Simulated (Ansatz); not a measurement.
# Molybdenum, dhcp under r²SCAN: structure, energy and stiffness

What does r²SCAN give for molybdenum in the dhcp structure? We relax it, solve it on a dense k-mesh, then scale the cell to 7 volumes from 88 to 112 % of the relaxed one and try a fit of the equation of state. Spin polarisation is left out. The k-meshes are 13×13×4 for the relaxation; 17×17×5 for the dense run; 15×15×4 for the volumes.

Method: DFT r2SCAN, plane waves (500 eV) with PAW, scalar-relativistic; the PAW data stem from PBE, with regenerated cores, in Ansatz 0.2.0.

## 1. Starting point

It takes space group P6_3/mmc (No. 194, hexagonal). Conventional cell: a = 2.804 Å, b = 2.804 Å, c = 9.158 Å, α = 90.00°, β = 90.00°, γ = 120.00°. Mo (site symmetry -3m) has 12 Mo at 2.80 Å as nearest neighbours. Around Mo (site symmetry -6m2) lie 12 Mo at 2.80 Å.

Structure file:

```xyz
4
Lattice="2.8039 0.0000 0.0000 -1.4020 2.4283 0.0000 0.0000 0.0000 9.1576" Properties=species:S:1:pos:R:3 pbc="T T T"
Mo    0.0000    0.0000    0.0000
Mo    0.0000    0.0000    4.5788
Mo    0.0000    1.6188    2.2894
Mo    1.4020    0.8094    6.8682
```

## 2. Relaxation of the cell

The input, input.yaml:

```yaml
crystal:
  lattice:
    - [2.8039216218, 0.0, 0.0]
    - [-1.4019608109, 2.4282673547, 0.0]
    - [0.0, 0.0, 9.1576080168]
  atoms:
    - { symbol: Mo, position: [0.0, 0.0, 0.0] }
    - { symbol: Mo, position: [0.0, 0.0, 0.5] }
    - { symbol: Mo, position: [0.3333333333, 0.6666666667, 0.25] }
    - { symbol: Mo, position: [0.6666666667, 0.3333333333, 0.75] }
hamiltonian:
  xc: r2scan
  pseudopotentials:
    kind: paw
    azcp:
      Mo: "pseudopotentials/Mo.paw.azcp"
basis:
  ecutwfc: 500
  fft_grid_basis: typed
kpoints:
  mp_grid: { grid: [13, 13, 4], shift: [0, 0, 0] }
magnetization:
  spin_polarized: false
scf:
  occupations: { method: fermi_dirac, width: 0.1 }
relax:
  max_steps: 60
  f_tol: 0.01
  cell: {}
```

Started as:

```console
$ ansatz run input.yaml --threads 1 --pin off --max-ram 3584MiB --backend cpu --events-out ev --progress --plain --runs-dir out
```

The program printed:

```text
Engine: ansatz 0.2.0, x86_64-unknown-linux-gnu
Pseudopotentials: kind: paw
Pseudopotential: Mo, paw, valence charge 14, recommended cutoff 500 eV (meta_gga), <dir>
Functional definition: r2SCAN
  parameter k0 = 0.174
  parameter k1 = 0.065
  parameter a1 = 4.9479
  exchange = r2scan_x(k0 = k0, k1 = k1, a1 = a1)
  correlation = r2scan_c
Crystal: 4 atoms, lattice volume = 62.351 Å³
Basis set: ecut = 500 eV, 1569 PW (Γ), exchange–correlation on 96×96×288 points (64 copies of the dense FFT grid, shifted against one another)
Bands: 34, of which v1, the nominal top of the filled ones, is band 28 counted from 1 (27 counted from 0)
Symmetry: 24 space group operations
Space group: P63/mmc (ITA 194), of the structure as read, at distance tolerance 4.0e-5 Å
k-points: 63 of 676
Non-local potential: Mo, projectors of the file, l = 0: 3, l = 1: 2, l = 2: 2, l = 3: 1
PAW form: soft (Blöchl's): semilocal exchange-correlation on the pseudo side does not see the compensation charge
PAW frozen core: Mo, regenerated for the run's functional (the file was generated under x = pbe(κ = 0.804, μ = 0.2195149727645171), c = pbe(β = 0.06672455060314922))
PAW one-centre angular grid: Mo, 590 points (default); XC on 160 Gauss nodes
Initial density: superposition of atomic densities (neutral atoms: chi_scale 0, normalization atom), corrected by the library's trained network
Initial wavefunctions: pseudopotential atomic-orbital guess
Functional: x = r2scan, c = r2scan; τ floored in thin density (d = 2e-4 eV/Å³)
SCF iter   1: F=—  HF=-19868.413764 eV  |F-HF|=—  |Δ(HF+E_count)|=         —  Δρ=9.41e-3  dr2=4.90e-2  dr2_τ=5.11e-2  ethr=1.77e-3  ⟨swp⟩=5.0  Hψ=7593  notcnv=0
preconditioner: auto → Kerker (q_TF=auto, 2.680 Å⁻¹)  [metal: Δε(μ)=0.008 eV  Ē_g=4.286 eV  σ=0.100 eV  W_gap=0.02  n_scr=24 (ndim 8)  ℏωp=23.0 eV  f_vac=0.000  D(μ)=5.49/eV (n_scr^D=64)]
SCF iter   2: F=—  HF=-19868.419926 eV  |F-HF|=—  |Δ(HF+E_count)|=   6.16e-3  Δρ=5.25e-3  dr2=8.63e-3  dr2_τ=2.01e-3  ethr=8.76e-5  ⟨swp⟩=1.7  Hψ=2767  notcnv=0
SCF iter   3: F=—  HF=-19868.420296 eV  |F-HF|=—  |Δ(HF+E_count)|=   3.70e-4  Δρ=2.66e-3  dr2=3.06e-3  dr2_τ=3.60e-4  ethr=1.54e-5  ⟨swp⟩=2.1  Hψ=2769  notcnv=0
SCF iter   4: F=—  HF=-19868.420413 eV  |F-HF|=—  |Δ(HF+E_count)|=   1.16e-4  Δρ=4.13e-4  dr2=1.01e-4  dr2_τ=4.23e-6  ethr=5.46e-6  ⟨swp⟩=2.4  Hψ=2963  notcnv=0
SCF iter   5: F=—  HF=-19868.420420 eV  |F-HF|=—  |Δ(HF+E_count)|=   7.45e-6  Δρ=8.56e-5  dr2=6.44e-6  dr2_τ=5.20e-7  ethr=1.80e-7  ⟨swp⟩=2.5  Hψ=3773  notcnv=0
SCF iter   6: F=—  HF=-19868.420420 eV  |F-HF|=—  |Δ(HF+E_count)|=   1.88e-7  Δρ=2.04e-5  dr2=1.73e-7  dr2_τ=1.97e-8  ethr=1.15e-8  ⟨swp⟩=2.3  Hψ=3148  notcnv=0
SCF iter   7: F=-19868.420420 eV  HF=-19868.420420 eV  |F-HF|=4.07e-9  |Δ(HF+E_count)|=   5.33e-8  Δρ=3.48e-6  dr2=2.92e-9  dr2_τ=1.23e-9  ethr=1.79e-10  ⟨swp⟩=4.0  Hψ=7209  notcnv=0
SCF 1 converged in 7 iterations: F = -19868.420420 eV  dr2 = 2.92e-9
relax step   1: F+E_penalty+E_count = -19868.42041999 eV  Δ(F+E_penalty+E_count) = +0.000e0 eV  max|allowed force component| = 1.850e-17 eV/Å  Δτ_max = 0.0000 Å  P = +4.099 GPa  Ω = 62.351 Å³  (7 SCF iters, dr2 threshold 1.00e-7 eV, accepted)
Crystal: 4 atoms, lattice volume = 65.566 Å³
Basis set: ecut = 500 eV, 1631 PW (Γ), exchange–correlation on 96×96×288 points (64 copies of the dense FFT grid, shifted against one another)
Initial density: handed on by an earlier stage of this run
Initial wavefunctions: those handed on with the density
iter 1 solved again at ethr=5.48e-5 eV; its pass at ethr=3.10e-3 eV (dr2=3.07e-2 eV) is discarded
SCF iter   1: F=—  HF=-19868.111314 eV  |F-HF|=—  |Δ(HF+E_count)|=         —  Δρ=8.45e-3  dr2=3.27e-2  dr2_τ=2.45e-1  ethr=5.48e-5  ⟨swp⟩=1.8  Hψ=12302  notcnv=0
preconditioner: auto → Kerker (q_TF=auto, 2.658 Å⁻¹)  [metal: Δε(μ)=0.005 eV  Ē_g=4.016 eV  σ=0.100 eV  W_gap=0.01  n_scr=26 (ndim 8)  ℏωp=22.5 eV  f_vac=0.000  D(μ)=5.59/eV (n_scr^D=64)]
SCF iter   2: F=—  HF=-19868.426934 eV  |F-HF|=—  |Δ(HF+E_count)|=   3.16e-1  Δρ=4.74e-3  dr2=6.30e-3  dr2_τ=7.48e-4  ethr=5.48e-5  ⟨swp⟩=2.0  Hψ=4210  notcnv=0
SCF iter   3: F=—  HF=-19868.429410 eV  |F-HF|=—  |Δ(HF+E_count)|=   2.48e-3  Δρ=1.93e-3  dr2=1.41e-3  dr2_τ=1.94e-4  ethr=1.12e-5  ⟨swp⟩=2.7  Hψ=3232  notcnv=0
SCF iter   4: F=—  HF=-19868.429798 eV  |F-HF|=—  |Δ(HF+E_count)|=   3.88e-4  Δρ=5.40e-4  dr2=2.19e-4  dr2_τ=1.49e-5  ethr=2.53e-6  ⟨swp⟩=2.3  Hψ=3036  notcnv=0
SCF iter   5: F=—  HF=-19868.429798 eV  |F-HF|=—  |Δ(HF+E_count)|=   3.95e-7  Δρ=3.56e-4  dr2=1.87e-4  dr2_τ=1.58e-5  ethr=3.91e-7  ⟨swp⟩=2.0  Hψ=2835  notcnv=0
SCF iter   6: F=—  HF=-19868.429782 eV  |F-HF|=—  |Δ(HF+E_count)|=   1.67e-5  Δρ=1.24e-4  dr2=9.65e-6  dr2_τ=3.93e-7  ethr=3.34e-7  ⟨swp⟩=1.6  Hψ=2278  notcnv=0
SCF iter   7: F=—  HF=-19868.429781 eV  |F-HF|=—  |Δ(HF+E_count)|=   1.56e-7  Δρ=3.63e-5  dr2=6.91e-7  dr2_τ=6.19e-8  ethr=1.72e-8  ⟨swp⟩=2.5  Hψ=3288  notcnv=0
SCF iter   8: F=-19868.429782 eV  HF=-19868.429782 eV  |F-HF|=1.57e-8  |Δ(HF+E_count)|=   8.14e-8  Δρ=8.79e-6  dr2=5.42e-8  dr2_τ=2.16e-9  ethr=7.14e-10  ⟨swp⟩=4.0  Hψ=7116  notcnv=0
SCF 2 converged in 8 iterations: F = -19868.429782 eV  dr2 = 5.42e-8
relax step   2: F+E_penalty+E_count = -19868.42978156 eV  Δ(F+E_penalty+E_count) = -9.362e-3 eV  max|allowed force component| = 8.529e-18 eV/Å  Δτ_max = 0.0000 Å  P = -7.655 GPa  Ω = 65.566 Å³  energy of the carried Pulay correction = -1.567e-3 eV  (8 SCF iters, dr2 threshold 4.00e-7 eV, accepted)
Crystal: 4 atoms, lattice volume = 64.257 Å³
Basis set: ecut = 500 eV, 1583 PW (Γ), exchange–correlation on 96×96×288 points (64 copies of the dense FFT grid, shifted against one another)
iter 1 solved again at ethr=1.26e-6 eV; its pass at ethr=3.10e-3 eV (dr2=7.03e-4 eV) is discarded
SCF iter   1: F=—  HF=-19868.443244 eV  |F-HF|=—  |Δ(HF+E_count)|=         —  Δρ=1.24e-3  dr2=7.33e-4  dr2_τ=3.03e-2  ethr=1.26e-6  ⟨swp⟩=2.2  Hψ=12197  notcnv=0
preconditioner: auto → Kerker (q_TF=auto, 2.666 Å⁻¹)  [metal: Δε(μ)=0.014 eV  Ē_g=4.152 eV  σ=0.100 eV  W_gap=0.04  n_scr=14 (ndim 8)  ℏωp=22.7 eV  f_vac=0.000  D(μ)=5.38/eV (n_scr^D=64)]
SCF iter   2: F=—  HF=-19868.483584 eV  |F-HF|=—  |Δ(HF+E_count)|=   4.03e-2  Δρ=9.40e-4  dr2=2.45e-4  dr2_τ=3.68e-5  ethr=1.26e-6  ⟨swp⟩=2.0  Hψ=4048  notcnv=0
SCF iter   3: F=—  HF=-19868.483812 eV  |F-HF|=—  |Δ(HF+E_count)|=   2.29e-4  Δρ=3.43e-4  dr2=6.33e-5  dr2_τ=1.04e-5  ethr=4.37e-7  ⟨swp⟩=2.2  Hψ=3144  notcnv=0
SCF iter   4: F=—  HF=-19868.483831 eV  |F-HF|=—  |Δ(HF+E_count)|=   1.89e-5  Δρ=1.59e-4  dr2=2.96e-5  dr2_τ=3.54e-6  ethr=1.13e-7  ⟨swp⟩=2.1  Hψ=3149  notcnv=0
SCF iter   5: F=—  HF=-19868.483829 eV  |F-HF|=—  |Δ(HF+E_count)|=   2.21e-6  Δρ=8.13e-5  dr2=4.05e-6  dr2_τ=4.47e-7  ethr=5.28e-8  ⟨swp⟩=1.9  Hψ=2487  notcnv=0
SCF iter   6: F=-19868.483829 eV  HF=-19868.483829 eV  |F-HF|=8.36e-8  |Δ(HF+E_count)|=   1.41e-7  Δρ=2.70e-5  dr2=2.65e-7  dr2_τ=3.07e-8  ethr=7.14e-10  ⟨swp⟩=3.0  Hψ=8301  notcnv=0
SCF 3 converged in 6 iterations: F = -19868.483829 eV  dr2 = 2.65e-7
relax step   3: F+E_penalty+E_count = -19868.48382877 eV  Δ(F+E_penalty+E_count) = -5.405e-2 eV  max|allowed force component| = 1.388e-17 eV/Å  Δτ_max = 0.0000 Å  P = -2.972 GPa  Ω = 64.257 Å³  energy of the carried Pulay correction = -9.366e-4 eV  (6 SCF iters, dr2 threshold 4.00e-7 eV, accepted)
Crystal: 4 atoms, lattice volume = 63.329 Å³
Basis set: ecut = 500 eV, 1535 PW (Γ), exchange–correlation on 96×96×288 points (64 copies of the dense FFT grid, shifted against one another)
iter 1 solved again at ethr=4.51e-5 eV; its pass at ethr=3.10e-3 eV (dr2=2.53e-2 eV) is discarded
SCF iter   1: F=—  HF=-19868.439947 eV  |F-HF|=—  |Δ(HF+E_count)|=         —  Δρ=7.33e-3  dr2=2.68e-2  dr2_τ=1.02e-1  ethr=4.51e-5  ⟨swp⟩=1.7  Hψ=11822  notcnv=0
preconditioner: auto → Kerker (q_TF=auto, 2.673 Å⁻¹)  [metal: Δε(μ)=0.010 eV  Ē_g=4.243 eV  σ=0.100 eV  W_gap=0.02  n_scr=14 (ndim 8)  ℏωp=22.9 eV  f_vac=0.000  D(μ)=4.76/eV (n_scr^D=52)]
SCF iter   2: F=—  HF=-19868.525334 eV  |F-HF|=—  |Δ(HF+E_count)|=   8.54e-2  Δρ=4.05e-3  dr2=5.49e-3  dr2_τ=3.49e-4  ethr=4.51e-5  ⟨swp⟩=2.0  Hψ=3735  notcnv=0
SCF iter   3: F=—  HF=-19868.526711 eV  |F-HF|=—  |Δ(HF+E_count)|=   1.38e-3  Δρ=1.32e-3  dr2=8.43e-4  dr2_τ=4.73e-5  ethr=9.81e-6  ⟨swp⟩=2.2  Hψ=2948  notcnv=0
SCF iter   4: F=—  HF=-19868.526768 eV  |F-HF|=—  |Δ(HF+E_count)|=   5.79e-5  Δρ=2.90e-4  dr2=4.77e-5  dr2_τ=4.04e-6  ethr=1.50e-6  ⟨swp⟩=2.4  Hψ=3155  notcnv=0
SCF iter   5: F=—  HF=-19868.526774 eV  |F-HF|=—  |Δ(HF+E_count)|=   5.84e-6  Δρ=1.78e-4  dr2=4.90e-5  dr2_τ=4.32e-6  ethr=8.51e-8  ⟨swp⟩=2.0  Hψ=2874  notcnv=0
SCF iter   6: F=—  HF=-19868.526771 eV  |F-HF|=—  |Δ(HF+E_count)|=   3.27e-6  Δρ=6.09e-5  dr2=2.64e-6  dr2_τ=8.33e-8  ethr=8.51e-8  ⟨swp⟩=1.5  Hψ=2215  notcnv=0
SCF iter   7: F=-19868.526771 eV  HF=-19868.526771 eV  |F-HF|=1.21e-8  |Δ(HF+E_count)|=   1.09e-7  Δρ=1.85e-5  dr2=2.04e-7  dr2_τ=1.02e-8  ethr=7.14e-10  ⟨swp⟩=2.7  Hψ=8204  notcnv=0
SCF 4 converged in 7 iterations: F = -19868.526771 eV  dr2 = 2.04e-7
relax step   4: F+E_penalty+E_count = -19868.52677091 eV  Δ(F+E_penalty+E_count) = -4.294e-2 eV  max|allowed force component| = 1.156e-17 eV/Å  Δτ_max = 0.0000 Å  P = +1.583 GPa  Ω = 63.329 Å³  energy of the carried Pulay correction = -4.782e-4 eV  (7 SCF iters, dr2 threshold 4.00e-7 eV, accepted)
Crystal: 4 atoms, lattice volume = 63.679 Å³
Basis set: ecut = 500 eV, 1559 PW (Γ), exchange–correlation on 96×96×288 points (64 copies of the dense FFT grid, shifted against one another)
iter 1 solved again at ethr=1.22e-7 eV; its pass at ethr=3.10e-3 eV (dr2=6.84e-5 eV) is discarded
SCF iter   1: F=—  HF=-19868.525428 eV  |F-HF|=—  |Δ(HF+E_count)|=         —  Δρ=3.97e-4  dr2=6.73e-5  dr2_τ=2.33e-3  ethr=1.22e-7  ⟨swp⟩=3.2  Hψ=12017  notcnv=0
preconditioner: auto → Kerker (q_TF=auto, 2.670 Å⁻¹)  [metal: Δε(μ)=0.006 eV  Ē_g=4.210 eV  σ=0.100 eV  W_gap=0.02  n_scr=14 (ndim 8)  ℏωp=22.8 eV  f_vac=0.000  D(μ)=4.71/eV (n_scr^D=52)]
SCF iter   2: F=—  HF=-19868.528644 eV  |F-HF|=—  |Δ(HF+E_count)|=   3.22e-3  Δρ=2.45e-4  dr2=1.68e-5  dr2_τ=3.16e-6  ethr=1.20e-7  ⟨swp⟩=2.0  Hψ=4044  notcnv=0
SCF iter   3: F=—  HF=-19868.528654 eV  |F-HF|=—  |Δ(HF+E_count)|=   1.05e-5  Δρ=1.05e-4  dr2=4.65e-6  dr2_τ=8.29e-7  ethr=3.00e-8  ⟨swp⟩=2.2  Hψ=3089  notcnv=0
SCF iter   4: F=—  HF=-19868.528657 eV  |F-HF|=—  |Δ(HF+E_count)|=   2.27e-6  Δρ=3.96e-5  dr2=1.99e-6  dr2_τ=2.45e-7  ethr=8.30e-9  ⟨swp⟩=2.1  Hψ=3120  notcnv=0
SCF iter   5: F=-19868.528656 eV  HF=-19868.528657 eV  |F-HF|=1.69e-7  |Δ(HF+E_count)|=   1.66e-7  Δρ=1.89e-5  dr2=3.01e-7  dr2_τ=1.84e-8  ethr=7.14e-10  ⟨swp⟩=3.0  Hψ=7582  notcnv=0
SCF 5 converged in 5 iterations: F = -19868.528656 eV  dr2 = 3.01e-7
relax step   5: F+E_penalty+E_count = -19868.52865638 eV  Δ(F+E_penalty+E_count) = -1.885e-3 eV  max|allowed force component| = 1.243e-17 eV/Å  Δτ_max = 0.0000 Å  P = +0.244 GPa  Ω = 63.679 Å³  energy of the carried Pulay correction = -6.503e-4 eV  (5 SCF iters, dr2 threshold 4.00e-7 eV, accepted)
Crystal: 4 atoms, lattice volume = 63.746 Å³
iter 1 solved again at ethr=1.52e-8 eV; its pass at ethr=3.10e-3 eV (dr2=8.50e-6 eV) is discarded
SCF iter   1: F=—  HF=-19868.528551 eV  |F-HF|=—  |Δ(HF+E_count)|=         —  Δρ=1.34e-4  dr2=9.29e-6  dr2_τ=1.01e-4  ethr=1.52e-8  ⟨swp⟩=3.4  Hψ=11436  notcnv=0
preconditioner: auto → Kerker (q_TF=auto, 2.670 Å⁻¹)  [metal: Δε(μ)=0.007 eV  Ē_g=4.207 eV  σ=0.100 eV  W_gap=0.02  n_scr=14 (ndim 8)  ℏωp=22.8 eV  f_vac=0.000  D(μ)=4.71/eV (n_scr^D=52)]
SCF iter   2: F=—  HF=-19868.528681 eV  |F-HF|=—  |Δ(HF+E_count)|=   1.30e-4  Δρ=6.96e-5  dr2=1.73e-6  dr2_τ=1.91e-7  ethr=1.52e-8  ⟨swp⟩=2.0  Hψ=3979  notcnv=0
SCF iter   3: F=—  HF=-19868.528681 eV  |F-HF|=—  |Δ(HF+E_count)|=   5.95e-7  Δρ=3.01e-5  dr2=6.61e-7  dr2_τ=8.32e-8  ethr=3.08e-9  ⟨swp⟩=2.5  Hψ=2879  notcnv=0
SCF iter   4: F=-19868.528681 eV  HF=-19868.528681 eV  |F-HF|=8.57e-8  |Δ(HF+E_count)|=   4.79e-8  Δρ=1.19e-5  dr2=1.43e-7  dr2_τ=2.00e-8  ethr=4.04e-10  ⟨swp⟩=2.6  Hψ=7238  notcnv=0
SCF 6 converged in 4 iterations: F = -19868.528681 eV  dr2 = 1.43e-7
relax step   6: F+E_penalty+E_count = -19868.52868141 eV  Δ(F+E_penalty+E_count) = -2.504e-5 eV  max|allowed force component| = 1.243e-17 eV/Å  Δτ_max = 0.0000 Å  P = +0.002 GPa  Ω = 63.746 Å³  energy of the carried Pulay correction = -6.832e-4 eV  (4 SCF iters, dr2 threshold 2.26e-7 eV, accepted)
Initial wavefunctions: pseudopotential atomic-orbital guess (no wavefunctions were taken with the density)
iter 1 solved again at ethr=2.68e-8 eV; its pass at ethr=3.10e-3 eV (dr2=1.50e-5 eV) is discarded
SCF iter   1: F=—  HF=-19868.529513 eV  |F-HF|=—  |Δ(HF+E_count)|=         —  Δρ=3.66e-4  dr2=4.97e-6  dr2_τ=2.92e-5  ethr=2.68e-8  ⟨swp⟩=4.0  Hψ=13588  notcnv=0
preconditioner: auto → Kerker (q_TF=auto, 2.670 Å⁻¹)  [metal: Δε(μ)=0.008 eV  Ē_g=4.208 eV  σ=0.100 eV  W_gap=0.02  n_scr=14 (ndim 8)  ℏωp=22.8 eV  f_vac=0.000  D(μ)=4.71/eV (n_scr^D=52)]
SCF iter   2: F=—  HF=-19868.529664 eV  |F-HF|=—  |Δ(HF+E_count)|=   1.51e-4  Δρ=1.89e-4  dr2=1.34e-6  dr2_τ=8.52e-6  ethr=8.87e-9  ⟨swp⟩=2.0  Hψ=2909  notcnv=0
SCF iter   3: F=—  HF=-19868.529722 eV  |F-HF|=—  |Δ(HF+E_count)|=   5.85e-5  Δρ=1.81e-5  dr2=2.77e-7  dr2_τ=5.56e-8  ethr=2.39e-9  ⟨swp⟩=2.1  Hψ=3667  notcnv=0
SCF iter   4: F=—  HF=-19868.529722 eV  |F-HF|=—  |Δ(HF+E_count)|=   8.16e-8  Δρ=7.88e-6  dr2=2.24e-8  dr2_τ=4.55e-9  ethr=4.95e-10  ⟨swp⟩=2.0  Hψ=2604  notcnv=0
SCF iter   5: F=—  HF=-19868.529722 eV  |F-HF|=—  |Δ(HF+E_count)|=   9.40e-9  Δρ=1.57e-6  dr2=7.43e-10  dr2_τ=3.36e-10  ethr=3.99e-11  ⟨swp⟩=2.1  Hψ=3166  notcnv=0
SCF iter   6: F=—  HF=-19868.529722 eV  |F-HF|=—  |Δ(HF+E_count)|=  4.58e-10  Δρ=3.18e-7  dr2=4.26e-11  dr2_τ=4.83e-12  ethr=1.33e-12  ⟨swp⟩=2.1  Hψ=2989  notcnv=0
SCF iter   7: F=-19868.529722 eV  HF=-19868.529722 eV  |F-HF|=3.64e-12  |Δ(HF+E_count)|=  2.91e-11  Δρ=7.59e-8  dr2=3.51e-12  dr2_τ=8.70e-14  ethr=1.00e-12  ⟨swp⟩=4.0  Hψ=6727  notcnv=0
SCF 7 converged in 7 iterations: F = -19868.529722 eV  dr2 = 3.51e-12
relax step   7: F+E_penalty+E_count = -19868.52972215 eV  Δ(F+E_penalty+E_count) = -1.041e-3 eV  max|allowed force component| = 8.963e-18 eV/Å  Δτ_max = 0.0000 Å  P = +0.009 GPa  Ω = 63.746 Å³  stress off target by 2.06e-2 GPa  SCF on the basis re-selected at this cell (its energy is not comparable with the rows above)  (7 SCF iters)
basis re-selected at this cell: Δ(F+E_penalty+E_count) = -1.041e-3 eV, ΔP = +0.007 GPa vs the last step (what re-selecting the basis moved, of the pressure what is left beyond the Pulay correction that the steps carried, after the strain that the cell walked since its last selection, with what the two solves' SCF thresholds leave and, on support functions, any second-order correction that the steps lacked; it is no measure of the basis error at this ecutwfc). This SCF's stress stands 2.06e-2 GPa from its target on what of the cell is left free (relax.cell.stress_tol is 5.00e-2 GPa) and its largest allowed force component is 8.96e-18 eV/Å (relax.f_tol is 1.00e-2 eV/Å): within both
SCF converged after 7 iterations
Free energy (F): -19868.529722 eV
Harris-Foulkes:  -19868.529722 eV  (|F-HF|=3.64e-12)
Internal energy: -19868.374800 eV  (E = F + TS)
E sigma→0 (E₀):  -19868.452261 eV
Entropy (-TS):   -0.154922 eV (-38.731 meV/atom)
Fermi energy:    20.295746 eV
--- Per-component energies (eV) ---
  E_band       = -288.900009
  E_kinetic    = 1760.229499
  E_local      = -3202.915365  (includes V_loc(G=0)·N_el)
  E_nonlocal   = 571.433934
  E_hartree    = 1058.554786
  E_xc         = -712.999070
  E_vxc        = -1024.116997  (∫ρ·V_xc dr)
  E_paw        = -12869.370160  (= ΣΔE_a)
  E_vpaw       = -578.835547  (= ΣTr[D̂ρ^β])
  E_aug_tail   = 0.000013  (compensation charges beyond the density's cutoff)
  E_vtau       = 68.194918  (kinetic-family band-sum trace: ∫τ·v_τ [+ j·A + Jᵃ·Aᵃ] dr)
  E_ewald      = -6472.423622
  E_core_change = -0.884815  (= ΣΔE_core)
  E_smearing   = -0.154922  (= −TS)
  E_closure    = 0.000000  (closes the sum)
  Σ components = -19868.529722   (vs F -19868.529722, Δ=0.00e0)
--- Forces (eV/Å), atoms counted from 1 ---
  atom   1  Mo     0.00000000    -0.00000000    -0.00000000
  atom   2  Mo     0.00000000     0.00000000     0.00000000
  atom   3  Mo     0.00000000    -0.00000000     0.00000000
  atom   4  Mo     0.00000000     0.00000000     0.00000000
  max |Σ_I F_I| component: 1.16e-18 eV/Å
--- Stress (GPa, compression-positive) ---
        0.003288      -0.000000       0.000000
        0.000000       0.003288       0.000000
        0.000000       0.000000       0.020602
  P = ⅓ Tr σ = 0.0091 GPa (0.091 kbar)
--- Relaxed structure (6 steps of the walk, 6 accepted, 1 SCFs on fresh bases) ---
  F+E_penalty+E_count = -19868.52972215 eV   max|allowed force component| = 8.963e-18 eV/Å   (the final SCF, on the basis selected at the relaxed cell)
  cell:  # Å, volume = 63.7464 Å³
    - [2.751544187030085, 1.4185793988298887e-36, 0.0]
    - [-1.3757720935150426, 2.382907165603455, 0.0]
    - [0.0, 0.0, 9.72237468467333]
  atoms:
    - { symbol: Mo, position: [-6.489009773932604e-34, -1.301227728855728e-34, -1.3692010387175877e-37] }
    - { symbol: Mo, position: [-2.0504732319134266e-34, 3.969777293429699e-34, 0.5] }
    - { symbol: Mo, position: [0.3333333333333333, 0.6666666666666667, 0.25] }
    - { symbol: Mo, position: [0.6666666666666669, 0.3333333333333333, 0.7500000000000001] }
```

Run time: 1.7 min. Hardware: 1 thread of Intel Xeon Platinum 8259CL at 2.50GHz (Skylake/Cascade Lake), shared host; peak memory 0.78 GiB.

The steps of the relaxation:

```csv
step,energy change (meV/atom),largest force (eV/Å),pressure (GPa),volume (Å³/atom)
1,0.00,0.0000,4.10,15.588
2,-2.34,0.0000,-7.66,16.392
3,-15.85,0.0000,-2.97,16.064
4,-26.59,0.0000,1.58,15.832
5,-27.06,0.0000,0.24,15.920
6,-27.07,0.0000,0.00,15.937
7,-27.33,0.0000,0.01,15.937
```

Steps that repeat a cell are solved on a basis chosen anew, so their changes of energy are no gain of the relaxation.

Changes in the cell that was computed:

|  | before | after | change |
| --- | --- | --- | --- |
| a (Å) | 2.804 | 2.752 | -1.9 % |
| b (Å) | 2.804 | 2.752 | -1.9 % |
| c (Å) | 9.158 | 9.722 | +6.2 % |
| volume (Å³/atom) | 15.588 | 15.937 | +2.2 % |
| shortest distance (Å) | 2.804 | 2.752 | -1.9 % |
| space group (spins left aside) | P6_3/mmc | P6_3/mmc | same |

(Part 1 of 2 ends here.)
